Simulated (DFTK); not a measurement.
TePb:

```
Pb Te
1.0
     0.00000    3.23100    3.23100
     3.23100    0.00000    3.23100
     3.23100    3.23100    0.00000
Pb Te
1 1
Cartesian
  0.0000 0.0000 0.0000
  3.2310 3.2310 3.2310
```

Base run:

| Item | Value |
| --- | --- |
| Program | DFTK 0.8.2 |
| Functional | PBEsol |
| Potentials or basis | SPMS 1.0 (PBE) |
| Cutoff | 816 eV |
| k mesh | 6 × 6 × 6 |
| Occupations | fermi-dirac, width 0.05 eV |
| Spin | no spin polarisation |

Its results: band gap on the k mesh 0.66 eV, direct; pressure -0.5 GPa.

The run is repeated on the same cell with these changes: functional from PBEsol to OLYP; potentials or basis from SPMS 1.0 (PBE) to SG15 1.2 (PBE); cutoff from 816 eV to 952 eV. What comes out?

Band gap on the k mesh 0.95 eV, direct; pressure 3.6 GPa.

Caveats: the potentials were made for another functional, which shifts forces and pressure; spin-orbit coupling is left out, which as a rule narrows the gap of such compounds by several tenths of an eV.

Not every run made on this cell is shown here.
